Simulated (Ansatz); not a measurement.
**Stationary points along a deformation path in Sn**

All numbers below come from Ansatz 0.2.0, DFT PBEsol, scalar-relativistic, plane waves, PAW. The runs took a 420 eV cutoff, a Γ-centred 18×18×18 mesh and Gaussian smearing (0.15 eV). No spin polarisation. Energies are free energies at this smearing, counted from the undisturbed cell; pressure is positive in compression.

The undisturbed cell (relaxed at this level):

```
Sn
1.0
     0.00000    3.27078    3.27078
     3.27078    0.00000    3.27078
     3.27078    3.27078    0.00000
Sn
2
Direct
  0.50000 0.50000 0.50000
  0.75000 0.75000 0.75000
```

At fixed volume and fractional coordinates, lengths along (0.000, 0.000, 1.000) are scaled against those across it; ρ is that ratio over its starting value. V = 34.991 Å³/atom. Δσ is the stress along the axis less the mean stress across it (compression positive).

| ρ | ΔE (meV/atom) | Δσ (GPa) | space group |
| --- | --- | --- | --- |
| 0.707 | 141.3 | 3.48 | I4_1/amd |
| 0.780 | 90.5 | 3.61 | I4_1/amd |
| 0.850 | 46.6 | 3.31 | I4_1/amd |
| 1.000 | 0.0 | 0.00 | Fd-3m |
| 1.200 | 84.3 | -6.32 | I4_1/amd |
| 1.414 | 257.1 | -6.12 | I4_1/amd |

How does the stress give the slope of the energy, and where is the energy stationary?

Along the path d ln(length) is 2/3 d ln ρ on the axis and −1/3 d ln ρ across it, so dE/d ln ρ = −(2/3) V Δσ: the energy falls with ρ where Δσ is positive. Δσ vanishes or changes sign at ρ = 1.000 (Fd-3m), a minimum at 0.0 meV/atom. Pairs of stationary points between two samples would go unseen, and could change a minimum read from distant neighbours into a maximum. At ρ = 1.000 the cell is cubic, where symmetry alone makes the stress isotropic and the slope zero.

In a metal these slopes depend on the k mesh and the smearing.

Cost: 6 runs of about 3.9 core-minutes in all, on Intel Xeon Platinum 8259CL (Skylake/Cascade Lake) (shared hosts).